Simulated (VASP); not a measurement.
# InAs (F-43m) in VASP: a series of runs

Runs on InAs. Level: r2SCAN. Tasks: relaxation of cell and atoms.

All numbers are computed with VASP 6.6.1; they aren't measurements. Logs are shortened: lines on timing, memory, paths and dates and some standing lists are left out, and cuts for length are marked.

## 1. The structure

It takes space group F-43m (No. 216, cubic). The conventional cell has a = 6.036 Å, b = 6.036 Å, c = 6.036 Å, α = 90.00°, β = 90.00°, γ = 90.00°. In (site symmetry -43m) has 4 As at 2.61 Å as nearest neighbours. As (site symmetry -43m) is surrounded by 4 In at 2.61 Å.

## 2. Relaxation of cell and atoms, r2SCAN

INCAR

```
SYSTEM = InAs
PREC     = Accurate       ! precision mode
ENCUT    = 600            ! plane-wave cutoff, eV
EDIFF    = 1E-6           ! SCF threshold, eV
ISMEAR   = 0              ! smearing method
SIGMA    = 0.03           ! smearing width, eV
LREAL    = .False.        ! projectors in reciprocal space
LASPH    = .True.         ! aspherical terms in the spheres
NELM     = 80             ! most SCF steps
ALGO     = Normal         ! electronic algorithm
ISIF     = 3              ! what is computed and relaxed
LWAVE    = .False.        ! write WAVECAR
LCHARG   = .False.        ! write CHGCAR
METAGGA  = R2SCAN         ! meta-GGA
LMIXTAU  = .True.       
IBRION   = 2              ! ionic algorithm
NSW      = 90             ! ionic steps
EDIFFG   = -0.01          ! ionic threshold
```

KPOINTS

```
regular mesh
0
Gamma
  10 10 10
  0 0 0
```

POSCAR

```
InAs
1.0
    0.0000000000      3.0180000000      3.0180000000
    3.0180000000      0.0000000000      3.0180000000
    3.0180000000      3.0180000000      0.0000000000
In As
1 1
Direct
    0.0000000000      0.0000000000      0.0000000000
    0.2500000000      0.2500000000      0.2500000000
```

Potentials or basis: VASP PAW PBE potentials, release 64 (In_d, As).

Started as:

```console
> cat potpaw_PBE.64/In_d/POTCAR potpaw_PBE.64/As/POTCAR > POTCAR
> mpirun -np 1 vasp_std > vasp.out
```

OUTCAR:

```text
SYSTEM = InAs
   PREC = Accurate
   ENCUT = 600
   EDIFF = 1E-6
   ISMEAR = 0
   LREAL = .False.
   LASPH = .True.
   NELM = 80
   ISIF = 3
   METAGGA = R2SCAN
   IBRION = 2
   NSW = 90
   EDIFFG = -0.01

 ion  position               nearest neighbor table
   1  0.000  0.000  0.000-   2 2.61   2 2.61   2 2.61   2 2.61
   2  0.250  0.250  0.250-   1 2.61   1 2.61   1 2.61   1 2.61

  LATTYP: Found a face centered cubic cell.
 ALAT       =     6.0360000000

  Lattice vectors:

 A1 = (   0.0000000000,   3.0180000000,   3.0180000000)
 A2 = (   3.0180000000,   0.0000000000,   3.0180000000)
 A3 = (   3.0180000000,   3.0180000000,   0.0000000000)

Analysis of symmetry for initial positions (statically):
=====================================================================
 Subroutine PRICEL returns:
 Original cell was already a primitive cell.

 Routine SETGRP: Setting up the symmetry group for a
 face centered cubic supercell.

 Subroutine GETGRP returns: Found 24 space group operations
 (whereof 24 operations were pure point group operations)
 out of a pool of 48 trial point group operations.

The static configuration has the point symmetry T_d .

Analysis of symmetry for dynamics (positions and initial velocities):
=====================================================================
 Subroutine PRICEL returns:
 Original cell was already a primitive cell.

 Routine SETGRP: Setting up the symmetry group for a
 face centered cubic supercell.

 Subroutine GETGRP returns: Found 24 space group operations
 (whereof 24 operations were pure point group operations)
 out of a pool of 48 trial point group operations.

The dynamic configuration has the point symmetry T_d .

 Subroutine INISYM returns: Found 24 space group operations
 (whereof 24 operations are pure point group operations),
 and found     1 'primitive' translations

----------------------------------------------------------------------------------------

                                     Primitive cell

  volume of cell :      54.9778

  direct lattice vectors                    reciprocal lattice vectors
     0.000000000  3.018000000  3.018000000    -0.165672631  0.165672631  0.165672631
     3.018000000  0.000000000  3.018000000     0.165672631 -0.165672631  0.165672631
     3.018000000  3.018000000  0.000000000     0.165672631  0.165672631 -0.165672631

  length of vectors
     4.268096531  4.268096531  4.268096531     0.286953414  0.286953414  0.286953414

  position of ions in fractional coordinates (direct lattice)
     0.000000000  0.000000000  0.000000000
     0.250000000  0.250000000  0.250000000

  ion indices of the primitive-cell ions
   primitive index   ion index
                 1           1
                 2           2

[... 71 lines left out ...]
   EDIFF  = 0.1E-05   stopping-criterion for ELM
   LREAL  =      F    real-space projection
   EDIFFG = -.1E-01   stopping-criterion for IOM
   NSW    =     90    number of steps for IOM
   IBRION =      2    ionic relax: 0-MD 1-quasi-New 2-CG
   NFREE  =      1    steps in history (QN), initial steepest desc. (CG)
   ISIF   =      3    stress and relaxation
   ISYM   =      2    0-nonsym 1-usesym 2-fastsym
   POTIM  = 0.5000    time-step for ionic-motion
   TEBEG  =    0.0;   TEEND  =   0.0 temperature during run
   PSTRESS=    0.0 pullay stress
   NELECT =      18.0000    total number of electrons
   NUPDOWN=      -1.0000    fix difference up-down
   EMIN   =  10.00;   EMAX   =-10.00  energy-range for DOS
   EFERMI =   0.00;   METHOD = LEGACY
   ISMEAR =     0;   SIGMA  =   0.03  broadening in eV -4-tet -1-fermi 0-gaus
   EFERMI_NEDOS =   21; number of points for ismear=-14 and -15
   IALGO  =     38    algorithm
   IMIX   =      4    mixing-type and parameters
     AMIX     =   0.40;   BMIX     =  1.00
     AMIX_MAG =   1.60;   BMIX_MAG =  1.00
  volume/ion in A,a.u.               =      27.49       185.50
  Fermi-wavevector in a.u.,A,eV,Ry     =   1.128331  2.132236 17.321990  1.273130
  Thomas-Fermi vector in A             =   2.265020
   LORBIT       =      0    0 simple, 1 ext, 2 COOP (PROOUT), +10 PAW based schemes
   METAGGA = R2SCAN    functional components
   LHFCALC =     F    Hartree Fock is set to
   AEXX    =    0.0000 exact exchange contribution
   IVDW    =     0    specifies the selected vdW correction
   LEPSILON=     F    determine dielectric tensor
   LRPA    =     F    only Hartree local field effects (RPA)
 conjugate gradient relaxation of ions
 non-spin polarized calculation
 Gauss-broadening in eV      SIGMA  =   0.03
  energy-cutoff  :      600.00
  volume of cell :       54.98
 maximum number of plane-waves:      1854
 NGX is ok and might be reduce to    36
   NGX = 17   NGY = 17   NGZ = 17

--------------------------------------- Ionic step        1  -------------------------------------------

 number of electron      18.0000003 magnetization

 Free energy of the ion-electron system (eV)
  ---------------------------------------------------
  ext. energy  EPLUGINS =         0.00000000
  ---------------------------------------------------
  free energy    TOTEN  =       -38.04826395 eV

  energy without entropy =      -38.04826395  energy(sigma->0) =      -38.04826395

 E-fermi :   4.4623     XC(G=0):  -9.6826

 val. band max:        4.3288245925   @ k =   0.0000   0.0000   0.0000
 cond. band min:       4.6091533556   @ k =   0.0000   0.0000   0.0000
 fundamental gap:      0.2803287631
 Fermi energy:         4.4622988606

 k-point     1 :       0.0000    0.0000    0.0000
  band No.  band energies     occupation
      1     -10.5312      2.00000
      2     -10.5312      2.00000
      3     -10.5312      2.00000
      4     -10.3807      2.00000
      5     -10.3807      2.00000
      6      -8.0084      2.00000
      7       4.3288      2.00000
      8       4.3288      2.00000
      9       4.3288      2.00000
     10       4.6092      0.00000
     11       8.6046      0.00000
     12       8.6046      0.00000
     13       8.6046      0.00000
[... 439 lines left out ...]
--------------------------------------- Ionic step        3  -------------------------------------------

 number of electron      18.0000001 magnetization

 Free energy of the ion-electron system (eV)
  ---------------------------------------------------
  ext. energy  EPLUGINS =         0.00000000
  ---------------------------------------------------
  free energy    TOTEN  =       -38.06212395 eV

  energy without entropy =      -38.06211303  energy(sigma->0) =      -38.06211849

 E-fermi :   4.0045     XC(G=0):  -9.5139

 val. band max:        3.9606337905   @ k =   0.0000   0.0000   0.0000
 cond. band min:       4.0378059775   @ k =   0.0000   0.0000   0.0000
 fundamental gap:      0.0771721870
 Fermi energy:         4.0044791275

 k-point     1 :       0.0000    0.0000    0.0000
  band No.  band energies     occupation
      1     -10.8307      2.00000
      2     -10.8307      2.00000
      3     -10.8307      2.00000
      4     -10.6966      2.00000
      5     -10.6966      2.00000
      6      -8.1364      2.00000
      7       3.9606      1.96129
      8       3.9606      1.96129
      9       3.9606      1.96126
     10       4.0378      0.11617
     11       8.2170      0.00000
     12       8.2170      0.00000
     13       8.2170      0.00000
[... 397 lines left out ...]
  FREE ENERGIE OF THE ION-ELECTRON SYSTEM (eV)
  ---------------------------------------------------
  free  energy   TOTEN  =       -38.0621239495 eV

  energy  without entropy=      -38.0621130271  energy(sigma->0) =      -38.06211849

 reached required accuracy - stopping structural energy minimisation
```

OSZICAR:

```text
N       E                     dE             d eps       ncg     rms          rms(c)
DAV:   1     0.905082764242E+02    0.90508E+02   -0.94958E+03  1227   0.170E+03
DAV:   2    -0.319087512020E+02   -0.12242E+03   -0.11910E+03  1252   0.354E+02
DAV:   3    -0.411689724761E+02   -0.92602E+01   -0.91495E+01  1630   0.988E+01
[... 42 lines left out ...]
DAV:   7    -0.380619630604E+02   -0.12705E-02   -0.53765E-04  1222   0.274E-01    0.231E-02
DAV:   8    -0.380620888109E+02   -0.12575E-03   -0.70723E-05  1412   0.101E-01    0.267E-02
DAV:   9    -0.380621202353E+02   -0.31424E-04   -0.57002E-05  1362   0.967E-02    0.149E-02
DAV:  10    -0.380621224576E+02   -0.22223E-05   -0.99807E-06  1262   0.411E-02    0.105E-02
DAV:  11    -0.380621244124E+02   -0.19548E-05   -0.94317E-07  1016   0.958E-03    0.724E-03
DAV:  12    -0.380621239495E+02    0.46291E-06   -0.29211E-07   651   0.646E-03
   3 F= -.38062124E+02 E0= -.38062118E+02  d E =-.138600E-01
```

CONTCAR:

```text
InAs
   1.00000000000000
     0.0000000000000000    3.0551307112155874    3.0551307112155874
     3.0551307112155874    0.0000000000000000    3.0551307112155874
     3.0551307112155874    3.0551307112155874    0.0000000000000000
  In              As
     1     1
Direct
     0.0000000000000000    0.0000000000000000    0.0000000000000000
     0.2500000000000000    0.2500000000000000    0.2500000000000000

  0.00000000E+00  0.00000000E+00  0.00000000E+00
  0.00000000E+00  0.00000000E+00  0.00000000E+00
```

It took 3.5 min on 1 thread of Intel Xeon 6975P-C (Granite Rapids), shared host; peak memory 0.26 GiB.

Results:

```yaml
Free_energy: -38.0621 eV
Relaxed_volume: 28.52 Å³/atom
Relaxed_cell: a = 4.321 Å, b = 4.321 Å, c = 4.321 Å, α = 60.00°, β = 60.00°, γ = 60.00°
Space_group_after_relaxing_to_0.05_Å: F-43m (No. 216)
Energy_gained_by_relaxing: 6.9 meV/atom
Ionic_steps: 3
Pressure_after_relaxing: 0.0 GPa
Band_gap_on_the_k_mesh: 0.08 eV, direct
```

Step by step:
| step | energy change (eV) | largest force (eV/Å) | pressure (GPa) | volume (Å³) |
| --- | --- | --- | --- | --- |
| 1 | 0.0000 | 0.0000 | 2.29 | 54.98 |
| 2 | -0.0100 | 0.0000 | -1.84 | 58.16 |
| 3 | -0.0139 | 0.0000 | -0.03 | 57.03 |

Final structure:
```
CELL_PARAMETERS angstrom
0.00000 3.05513 3.05513
3.05513 0.00000 3.05513
3.05513 3.05513 0.00000
ATOMIC_POSITIONS crystal
In 0.00000 0.00000 0.00000
As 0.25000 0.25000 0.25000
```

Caveat: the PAW data sets were made with another functional, which shifts forces and pressure a little; spin-orbit coupling is left out, which moves the levels of the heavy elements.

## 3. Relaxation of cell and atoms, r2SCAN

This run uses another cell than the first one, of 28.52 Å³/atom, 1.037 times its volume.

Edit INCAR of step 2 so:

```diff
@@ -3,3 +3,3 @@
 ENCUT    = 600            ! plane-wave cutoff, eV
-EDIFF    = 1E-6           ! SCF threshold, eV
+EDIFF    = 1E-7           ! SCF threshold, eV
 ISMEAR   = 0              ! smearing method
@@ -17,2 +17,2 @@
 NSW      = 90             ! ionic steps
-EDIFFG   = -0.01          ! ionic threshold
+EDIFFG   = -0.005         ! ionic threshold
```

KPOINTS is that of step 2.

POSCAR

```
InAs                                    
1.0
    0.0000000000      3.0551307112      3.0551307112
    3.0551307112      0.0000000000      3.0551307112
    3.0551307112      3.0551307112      0.0000000000
  In              As            
     1     1
Direct
     0.0000000000000000    0.0000000000000000    0.0000000000000000
     0.2500000000000000    0.2500000000000000    0.2500000000000000
```

Potentials or basis: VASP PAW PBE potentials, release 64 (In_d, As).

Started as:

```console
> cat potpaw_PBE.64/In_d/POTCAR potpaw_PBE.64/As/POTCAR > POTCAR
> mpirun -np 1 vasp_std > vasp.out
```

OUTCAR:

```text
SYSTEM = InAs
   PREC = Accurate
   ENCUT = 600
   EDIFF = 1E-7
   ISMEAR = 0
   LREAL = .False.
   LASPH = .True.
   NELM = 80
   ISIF = 3
   METAGGA = R2SCAN
   IBRION = 2
   NSW = 90
   EDIFFG = -0.005

 ion  position               nearest neighbor table
   1  0.000  0.000  0.000-   2 2.65   2 2.65   2 2.65   2 2.65
   2  0.250  0.250  0.250-   1 2.65   1 2.65   1 2.65   1 2.65

  LATTYP: Found a face centered cubic cell.
 ALAT       =     6.1102614224

  Lattice vectors:
[... 575 lines left out ...]

  FORCE on cell =-STRESS in cart. coord.  units (eV):
  Direction    XX          YY          ZZ          XY          YZ          ZX
  --------------------------------------------------------------------------------------
  -------------------------------------------------------------------------------------
  Total       -0.0041654     -0.0041654     -0.0041654      0.0000000      0.0000000      0.0000000
  in kB       -0.1170159     -0.1170159     -0.1170159      0.0000000      0.0000000      0.0000000
  external PRESSURE =      -0.1170159 kB  Pullay stress =       0.0000000 kB

 VOLUME and BASIS-vectors are now :
 -----------------------------------------------------------------------------
  energy-cutoff  :      600.00
  volume of cell :       57.03
      direct lattice vectors                 reciprocal lattice vectors
     0.000000000  3.055130711  3.055130711    -0.163659119  0.163659119  0.163659119
     3.055130711  0.000000000  3.055130711     0.163659119 -0.163659119  0.163659119
     3.055130711  3.055130711  0.000000000     0.163659119  0.163659119 -0.163659119

 POSITION                                       TOTAL-FORCE (eV/Angst)
 -----------------------------------------------------------------------------------
      0.00000      0.00000      0.00000         0.000000      0.000000      0.000000
      1.52757      1.52757      1.52757        -0.000000     -0.000000     -0.000000
 -----------------------------------------------------------------------------------
    total drift:                               -0.000002     -0.000002     -0.000002

  FREE ENERGIE OF THE ION-ELECTRON SYSTEM (eV)
  ---------------------------------------------------
  free  energy   TOTEN  =       -38.0624638823 eV

  energy  without entropy=      -38.0624529208  energy(sigma->0) =      -38.06245840

 reached required accuracy - stopping structural energy minimisation
```

OSZICAR:

```text
N       E                     dE             d eps       ncg     rms          rms(c)
DAV:   1     0.887188279596E+02    0.88719E+02   -0.94487E+03  1222   0.168E+03
DAV:   2    -0.318951787617E+02   -0.12061E+03   -0.11705E+03  1252   0.352E+02
DAV:   3    -0.411933874630E+02   -0.92982E+01   -0.91608E+01  1622   0.992E+01
DAV:   4    -0.414506390382E+02   -0.25725E+00   -0.25708E+00  1399   0.179E+01
[... 12 lines left out ...]
DAV:  17    -0.380624601221E+02   -0.12547E-04   -0.15960E-05  1255   0.564E-02    0.193E-02
DAV:  18    -0.380624624306E+02   -0.23085E-05   -0.31993E-05  1791   0.489E-02    0.531E-03
DAV:  19    -0.380624615088E+02    0.92180E-06   -0.57173E-06  1242   0.227E-02    0.928E-03
DAV:  20    -0.380624638261E+02   -0.23173E-05   -0.15902E-06  1327   0.141E-02    0.395E-03
DAV:  21    -0.380624638823E+02   -0.56256E-07   -0.65274E-07  1464   0.974E-03
   1 F= -.38062464E+02 E0= -.38062458E+02  d E =-.380625E+02
```

Wall time 90 s (1 thread of Intel Xeon 6975P-C (Granite Rapids), shared host); peak memory 0.24 GiB.

What came out:

| Quantity | Value |
| --- | --- |
| Free energy | -38.0625 eV |
| Pressure after relaxing | 0.0 GPa |
| Band gap on the k mesh | 0.08 eV, direct |

Final structure:
```
In As
1.0
     0.00000    3.05513    3.05513
     3.05513    0.00000    3.05513
     3.05513    3.05513    0.00000
In As
1 1
Cartesian
  0.0000 0.0000 0.0000
  1.5276 1.5276 1.5276
```

Caveat: the relaxation stopped at its first step, so nothing moved; the PAW data sets were made with another functional, which shifts forces and pressure a little; spin-orbit coupling is left out, which moves the levels of the heavy elements. r2SCAN opens gaps a little over a GGA but as a rule still falls short of measured ones.
